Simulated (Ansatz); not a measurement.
Ir:

```xyz
1
Lattice="0.0000 1.9156 1.9156 1.9156 0.0000 1.9156 1.9156 1.9156 0.0000" Properties=species:S:1:pos:R:3 pbc="T T T"
Ir    0.0000    0.0000    0.0000
```

- Program: Ansatz 0.2.0
- Task: relaxation of cell and atoms
- Functional: BLYP
- Dispersion: D4
- Potentials or basis: all-electron LAPW, scalar-relativistic
- Basis error allowed: 0.001 eV/atom
- k mesh: 12 × 12 × 12
- Occupations: fermi-dirac, width 0.05 eV
- Spin: no spin polarisation

At the start: volume 14.06 Å³/atom.

Question: How do energy, volume and symmetry change on relaxing?

Answer: Over 4 steps the energy falls by 8.6 meV/atom and the volume is 14.39 Å³/atom (+2.3 %); space group Fm-3m (No. 225, to 0.05 Å).

Step by step:
```
step  energy change (eV)  largest force (eV/Å)  volume (Å³)
   1              0.0000                0.0000        14.06
   2             -0.0085                0.0000        14.41
   3             -0.0086                0.0000        14.39
   4             -0.0086                0.0000        14.39
```

Final structure:
```
Ir
1.0
     0.00000    1.93040    1.93040
     1.93040    0.00000    1.93040
     1.93040    1.93040    0.00000
Ir
1
Direct
  0.00000 0.00000 0.00000
```
